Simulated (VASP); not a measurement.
**Cu3Au (Auricupride): band structure with LAK**

The system is Cu3Au (Auricupride).

```xyz
4
Lattice="3.7400 0.0000 0.0000 0.0000 3.7400 0.0000 0.0000 0.0000 3.7400" Properties=species:S:1:pos:R:3 pbc="T T T"
Au    0.0000    0.0000    0.0000
Cu    1.8700    1.8700    0.0000
Cu    1.8700    0.0000    1.8700
Cu    0.0000    1.8700    1.8700
```

| Quantity | Value |
| --- | --- |
| Program | VASP 6.6.1 |
| Task | band structure |
| Functional | LAK |
| Potentials or basis | VASP PAW PBE potentials, release 64 (Au, Cu) |
| Cutoff | 520 eV |
| k mesh | 7 × 7 × 7 |
| Occupations | fermi-dirac, width 0.05 eV |
| Spin | no spin polarisation |
| Further INCAR settings | ALGO = Normal; EDIFF = 1e-07 |

| Item | Value |
| --- | --- |
| Pressure | 8.7 GPa |
| Band gap along the path | none (metal or under the smearing width) |

Levels at the corners of the path, in eV from the Fermi level:
| point | band 19 | band 20 | band 21 | band 22 | band 23 | band 24 | band 25 | band 26 |
| --- | --- | --- | --- | --- | --- | --- | --- | --- |
| Γ | -1.43 | -1.43 | -1.43 | 1.49 | 1.49 | 1.49 | 6.24 | 8.29 |
| X | -2.13 | -2.02 | -1.61 | -1.44 | 6.19 | 6.19 | 7.09 | 7.09 |
| X | -2.13 | -2.02 | -1.61 | -1.44 | 6.19 | 6.19 | 7.09 | 7.09 |
| M | -2.25 | -2.23 | -0.47 | -0.47 | -0.43 | 0.45 | 9.06 | 10.22 |
| M | -2.25 | -2.23 | -0.47 | -0.47 | -0.43 | 0.45 | 9.06 | 10.22 |
| Γ | -1.43 | -1.43 | -1.43 | 1.49 | 1.49 | 1.49 | 6.24 | 8.29 |
| Γ | -1.43 | -1.43 | -1.43 | 1.49 | 1.49 | 1.49 | 6.24 | 8.29 |
| R | -1.68 | -1.68 | -1.04 | -0.91 | -0.91 | -0.91 | 2.49 | 4.67 |
| R | -1.68 | -1.68 | -1.04 | -0.91 | -0.91 | -0.91 | 2.49 | 4.67 |
| X | -2.13 | -2.02 | -1.61 | -1.44 | 6.19 | 6.19 | 7.09 | 7.09 |
| M | -2.25 | -2.23 | -0.47 | -0.47 | -0.43 | 0.45 | 9.06 | 10.27 |
| R | -1.68 | -1.68 | -1.04 | -0.91 | -0.91 | -0.91 | 2.49 | 4.67 |

Wall time 2.4 min on 1 thread of Intel(R) Xeon(R) 6975P-C (Granite Rapids), on a shared host, peak memory 0.2 GiB.

Caveat: the PAW data sets were made with another functional, which shifts forces and pressure a little; spin-orbit coupling is left out, which moves the levels of the heavy elements.
